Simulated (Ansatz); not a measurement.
## Energy landscape near a KCl structure

Level of theory: Ansatz, DFT PBEsol, scalar-relativistic, plane waves, PAW.

Plane waves to 420 eV, a k mesh through Γ of 6×6×6 on the computed 2-atom cell and Gaussian smearing (0.02 eV); no spin polarisation.

Reference cell:

```
K Cl
1.0
     3.83920    0.00000    0.00000
     0.00000    3.83920    0.00000
     0.00000    0.00000    3.83920
K Cl
1 1
Direct
  0.00000 0.00000 0.00000
  0.50000 0.50000 0.50000
```

Each variant moves atoms of this cell by the vectors given, if any (Å), and then applies a symmetric strain (tensor components, Cartesian axes). The reference cell isn't relaxed at this level. Energies are per atom at zero smearing, counted from the lowest variant. Pressure is positive in compression.

1. no strain; moves: K1 (0.040, -0.001, 0.020)
2. no strain; moves: Cl2 (0.000, 0.000, 0.150)
3. strain (xx yy zz yz xz xy, %) 0.65 0.01 1.43 0.39 1.00 -0.96; moves: K1 (0.029, 0.007, -0.052); Cl2 (-0.029, -0.007, 0.052)
4. strain (xx yy zz yz xz xy, %) 5.69 3.90 3.90 -6.00 2.37 2.37; moves: K1 (0.000, -0.021, 0.021); Cl2 (0.000, 0.021, -0.021)
5. no strain; moves: K1 (0.000, 0.150, 0.000)
6. strain (xx yy zz yz xz xy, %) 2.01 2.01 2.01 0.00 0.00 0.00
7. strain (xx yy zz yz xz xy, %) 3.21 3.21 3.21 0.00 0.00 0.00

```csv
variant,ΔE (meV/atom),P (GPa),largest force (eV/Å),gap on mesh (eV),space group
1,0.0,-1.43,0.02,4.62,P1
2,2.5,-1.31,0.07,4.63,P4mm
3,7.9,-1.62,0.06,4.52,P1
4,52.1,-2.46,0.01,4.19,C2
5,2.5,-1.31,0.07,4.63,P4mm
6,19.6,-2.17,0.00,4.40,Pm-3m
7,35.4,-2.49,0.00,4.28,Pm-3m
```

 Variants 2 and 5 give the same numbers, which suggests that symmetry relates their distortions.

This CsCl-type form isn't the usual stable structure of the compound.

Cost: 7 runs of about 0.76 core-minutes in all, on Arm Neoverse N1 (shared hosts).